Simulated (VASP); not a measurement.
# AlP (F-43m) in VASP: further runs, part 2 of 2

VASP 6.6.1. The steps go on from the part before.

### Step 4. Relaxation of cell and atoms, PBE, target pressure 5 GPa, at which the enthalpy is minimised

This run uses another cell than the first one, of 20.25 Å³/atom, 0.969 times its volume.

Input file INCAR:

```
SYSTEM = AlP
PREC = Accurate
ENCUT = 500
EDIFF = 1E-7
ISMEAR = 0
SIGMA = 0.01
LREAL = .False.
LASPH = .True.
NELM = 120
ALGO = Normal
ISIF = 3
LWAVE = .False.
LCHARG = .False.
GGA = PE
IBRION = 2
NSW = 60
EDIFFG = -0.05
PSTRESS = 50.0
GGA_COMPAT = .False.
NELMIN = 4
```

Input file KPOINTS:

```
Automatic mesh
0
Gamma
  6 6 6
  0 0 0
```

Input file POSCAR:

```
AlP
1.0
    0.0000000000      2.7255000000      2.7255000000
    2.7255000000      0.0000000000      2.7255000000
    2.7255000000      2.7255000000      0.0000000000
Al P
1 1
Direct
    0.0000000000      0.0000000000      0.0000000000
    0.2500000000      0.2500000000      0.2500000000
```

Potentials or basis: VASP PAW PBE potentials, release 64 (Al, P).

On the command line:

```
> cat potpaw_PBE.64/Al/POTCAR potpaw_PBE.64/P/POTCAR > POTCAR
> mpirun -np 1 vasp_std > vasp.out
```

OUTCAR:

```text
SYSTEM = AlP
   PREC = Accurate
   ENCUT = 500
   EDIFF = 1E-7
   ISMEAR = 0
   LREAL = .False.
   LASPH = .True.
   NELM = 120
   ISIF = 3
   GGA = PE
   IBRION = 2
   NSW = 60
   EDIFFG = -0.05
   PSTRESS = 50.0
   NELMIN = 4

 ion  position               nearest neighbor table
   1  0.000  0.000  0.000-   2 2.36   2 2.36   2 2.36   2 2.36
   2  0.250  0.250  0.250-   1 2.36   1 2.36   1 2.36   1 2.36

  LATTYP: Found a face centered cubic cell.
 ALAT       =     5.4510000000

  Lattice vectors:

 A1 = (   0.0000000000,   2.7255000000,   2.7255000000)
 A2 = (   2.7255000000,   0.0000000000,   2.7255000000)
 A3 = (   2.7255000000,   2.7255000000,   0.0000000000)

Analysis of symmetry for initial positions (statically):
=====================================================================
 Subroutine PRICEL returns:
 Original cell was already a primitive cell.

 Routine SETGRP: Setting up the symmetry group for a
 face centered cubic supercell.

 Subroutine GETGRP returns: Found 24 space group operations
 (whereof 24 operations were pure point group operations)
 out of a pool of 48 trial point group operations.

The static configuration has the point symmetry T_d .

Analysis of symmetry for dynamics (positions and initial velocities):
[... 140 lines left out ...]

--------------------------------------- Ionic step        1  -------------------------------------------

 number of electron       8.0000000 magnetization

 Free energy of the ion-electron system (eV)
  ---------------------------------------------------
  ext. energy  EPLUGINS =         0.00000000
  ---------------------------------------------------
  free energy    TOTEN  =       -10.35906983 eV

  energy without entropy =      -10.35906983  energy(sigma->0) =      -10.35906983

------------------------ aborting loop because EDIFF is reached ----------------------------------------

  FORCE on cell =-STRESS in cart. coord.  units (eV):
  Direction    XX          YY          ZZ          XY          YZ          ZX
  --------------------------------------------------------------------------------------
  -------------------------------------------------------------------------------------
  Total        0.6759016      0.6759016      0.6759016      0.0000000      0.0000000      0.0000000
  in kB       26.7439470     26.7439470     26.7439470      0.0000000      0.0000000      0.0000000
  external PRESSURE =     -23.2560530 kB  Pullay stress =      50.0000000 kB
[... 63 lines left out ...]
--------------------------------------- Ionic step        3  -------------------------------------------

 number of electron       7.9999999 magnetization

 Free energy of the ion-electron system (eV)
  ---------------------------------------------------
  ext. energy  EPLUGINS =         0.00000000
  ---------------------------------------------------
  free energy    TOTEN  =       -10.33655552 eV

  energy without entropy =      -10.33655552  energy(sigma->0) =      -10.33655552

 E-fermi :   4.9477     XC(G=0):  -9.3185

 val. band max:        4.8507129069   @ k =   0.0000   0.0000   0.0000
 cond. band min:       6.3687212440   @ k =   0.5000   0.5000   0.0000
 fundamental gap:      1.5180083371
 Fermi energy:         4.9477239970

 k-point     1 :       0.0000    0.0000    0.0000
  band No.  band energies     occupation
      1      -6.8220      2.00000
      2       4.8507      2.00000
      3       4.8507      2.00000
      4       4.8507      2.00000
      5       8.4027      0.00000
      6       9.4490      0.00000
      7       9.4490      0.00000
      8       9.4490      0.00000
[... 196 lines left out ...]
  energy  without entropy=      -10.3365555247  energy(sigma->0) =      -10.33655552

  enthalpy is  TOTEN    =        -9.1024430659 eV   P V=        1.2341124588

 reached required accuracy - stopping structural energy minimisation
```

OSZICAR:

```text
N       E                     dE             d eps       ncg     rms          rms(c)
DAV:   1     0.107859262354E+02    0.10786E+02   -0.31905E+03   264   0.744E+02
DAV:   2    -0.102634606061E+02   -0.21049E+02   -0.19579E+02   368   0.894E+01
DAV:   3    -0.107117118155E+02   -0.44825E+00   -0.44825E+00   328   0.171E+01
[... 27 lines left out ...]
DAV:   4    -0.103365814438E+02    0.46231E-04   -0.63124E-05   280   0.593E-02    0.480E-02
DAV:   5    -0.103365567451E+02    0.24699E-04   -0.22354E-05   304   0.287E-02    0.196E-02
DAV:   6    -0.103365556802E+02    0.10649E-05   -0.10562E-06   344   0.781E-03    0.701E-03
DAV:   7    -0.103365554481E+02    0.23216E-06   -0.19008E-07   272   0.278E-03    0.230E-03
DAV:   8    -0.103365555247E+02   -0.76650E-07   -0.51242E-09   128   0.523E-04
   3 F= -.91024431E+01 E0= -.91024431E+01  d E =-.702666E-02
```

CONTCAR:

```text
AlP
   1.00000000000000
     0.0000000000000000    2.7040939284751593    2.7040939284751593
     2.7040939284751593    0.0000000000000000    2.7040939284751593
     2.7040939284751593    2.7040939284751593    0.0000000000000000
  Al              P
     1     1
Direct
     0.0000000000000000    0.0000000000000000    0.0000000000000000
     0.2500000000000000    0.2500000000000000    0.2500000000000000

  0.00000000E+00  0.00000000E+00  0.00000000E+00
  0.00000000E+00  0.00000000E+00  0.00000000E+00
```

Wall time 30 s (1 thread of AMD EPYC 7R13, shared host); peak memory 0.12 GiB.

Results:

- Free energy: -10.3366 eV
- Relaxed volume: 19.77 Å³/atom
- Relaxed cell: a = 3.824 Å, b = 3.824 Å, c = 3.824 Å, α = 60.00°, β = 60.00°, γ = 60.00°
- Space group after relaxing (to 0.05 Å): F-43m (No. 216)
- Energy change on relaxing (the enthalpy is what falls): +11.3 meV/atom
- Ionic steps: 3
- Pressure after relaxing: 5.0 GPa
- Band gap on the k mesh: 1.52 eV, indirect (least direct gap 3.55 eV)

Step by step:
| step | energy change (eV) | largest force (eV/Å) | pressure (GPa) | volume (Å³) |
| --- | --- | --- | --- | --- |
| 1 | 0.0000 | 0.0000 | 2.67 | 40.49 |
| 2 | 0.0507 | 0.0000 | 7.05 | 38.79 |
| 3 | 0.0225 | 0.0000 | 5.00 | 39.55 |

Final structure:
```xyz
2
Lattice="0.0000 2.7041 2.7041 2.7041 0.0000 2.7041 2.7041 2.7041 0.0000" Properties=species:S:1:pos:R:3 pbc="T T T"
Al    0.0000    0.0000    0.0000
P     1.3520    1.3520    1.3520
```

Caveat: the cell is relaxed towards a set pressure, so the enthalpy falls and the energy may rise. Expect the measured gap to be larger: semilocal functionals such as PBE lack the derivative discontinuity.

### Step 5. Summary

| task | cell | gap on the mesh (eV) | pressure (GPa) |
| --- | --- | --- | --- |
| single point | a = 3.894 Å, angles 60.0°, 2 atoms | 1.63 | -0.1 |
| relaxation of cell and atoms | relaxed from a = 3.854 Å, angles 60.0°, 2 atoms | 1.63 | 0.0 |
| relaxation of cell and atoms | relaxed to 5 GPa from a = 3.854 Å, angles 60.0°, 2 atoms | 1.52 | 5.0 |

Alike in all rows: level PBE; potentials or basis VASP PAW PBE potentials, release 64 (Al, P); no spin polarisation; k mesh 6 × 6 × 6; cutoff (eV) 500; smearing gaussian 0.01 eV.

Caveats: the cell is relaxed towards a set pressure, so the enthalpy falls and the energy may rise (some runs).

Total energies depend on the potentials used, so only differences within one code and one set of settings carry meaning.

### Step 6. How close it comes

Step 2. Measured gap of AlP: 2.505 eV (indirect; 4.2 K; a printed reference work, data compilation). This calculation gives 1.63 eV (-0.88 eV). The value is that of PBE on a finite k mesh, which can miss the band edges, without temperature or zero-point motion. Semilocal functionals fall short of measured gaps as a rule.
